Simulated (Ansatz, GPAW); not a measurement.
Given: the input of a run of GPAW 26.7.0 (ASE script) on Bi2Se3 (Paraguanajuatite). Atoms were shifted at random by some hundredths of an Å from the given cell, which wasn't relaxed again for these runs. 

Contents of run.py:

```python
from ase import Atoms
from ase.dft.bandgap import bandgap
from ase.io import write
from ase.units import GPa
from ase.parallel import parprint
from gpaw import GPAW, PW, setup_paths

setup_paths.insert(0, '.')

atoms = Atoms(['Bi', 'Bi', 'Se', 'Se', 'Se'],
              cell=[[2.0715, 1.1959810826, 9.5453333333],
                    [-2.0715, 1.1959810826, 9.5453333333],
                    [0.0, -2.3919621653, 9.5453333333]],
              scaled_positions=[[0.597917, 0.59798, 0.599069],
                                [0.402216, 0.396957, 0.399722],
                                [0.798371, 0.793197, 0.77654],
                                [0.214488, 0.208334, 0.21334],
                                [-0.001293, 0.004631, -0.001077]],
              pbc=True)

calc = GPAW(mode=PW(600),
            xc='PBEsol',
            kpts={'size': (8, 8, 8), 'gamma': True},
            occupations={'name': 'fermi-dirac', 'width': 0.05},
            nbands=39,
            convergence={'density': 1e-05, 'energy': 1e-05},
            maxiter=150,
            txt='gpaw.txt')
atoms.calc = calc
energy = atoms.get_potential_energy()
forces = atoms.get_forces()
stress = atoms.get_stress()
calc.write('gs.gpw')
write('result.traj', atoms)
parprint(f'Energy: {energy:.6f} eV')
parprint('Forces (eV/A):')
parprint(forces.round(4))
parprint('Stress (GPa):', (stress / GPa).round(3))
parprint('Fermi level:', round(calc.get_fermi_level(), 4), 'eV')
parprint(f'Gap: {bandgap(calc)[0]:.4f} eV, direct: {bandgap(calc, direct=True)[0]:.4f} eV')
```

Potentials or basis: PAW data sets generated in the run's folder for this functional, pw.

The run is started by

```sh
$ gpaw-setup -f PBEsol Bi Se
$ OMP_NUM_THREADS=1 mpirun -n 4 gpaw python run.py
```

**Question.** What does the same run look like in Ansatz 0.2.0? Potentials or basis there: Ansatz PAW, cutoff 420 eV.

**Answer.** As run (cutoffs and basis follow the program's own potentials, and thresholds, step limits or extra output files can differ):

Contents of input.yaml:

```yaml
crystal:
  lattice:
    - [2.0715, 1.1959810826, 9.5453333333]
    - [-2.0715, 1.1959810826, 9.5453333333]
    - [0.0, -2.3919621653, 9.5453333333]
  atoms:
    - { symbol: Bi, position: [0.597917, 0.59798, 0.599069] }
    - { symbol: Bi, position: [0.402216, 0.396957, 0.399722] }
    - { symbol: Se, position: [0.798371, 0.793197, 0.77654] }
    - { symbol: Se, position: [0.214488, 0.208334, 0.21334] }
    - { symbol: Se, position: [-0.001293, 0.004631, -0.001077] }
hamiltonian:
  xc: pbesol
  pseudopotentials: { kind: paw }
kpoints:
  mp_grid: { grid: [8, 8, 8] }
scf:
  occupations: { method: fermi_dirac, width: 0.05 }
output:
  forces: true
  stress: true
  eigenvalues: true
```

Potentials or basis: Ansatz PAW.

Command:

```sh
$ ansatz run input.yaml --threads 1 --pin off --max-ram 3584MiB --backend cpu --events-out ev --progress --plain --runs-dir out
```

Both were run:

|  | GPAW | Ansatz |
| --- | --- | --- |
| Pressure | -0.5 GPa | -0.5 GPa |
| Largest force | 0.402 eV/Å | 0.393 eV/Å |

Ansatz's pressure holds a Pulay term of +0.02 GPa for its cutoff of 420 eV, which the other run lacks.

The potentials hold 48 and 78 valence electrons a cell.

Ansatz's potentials were made for PBE.

Where Ansatz's input types no cutoff or centring, it takes its own default and a Γ-centred mesh.

Pressure is positive in compression.
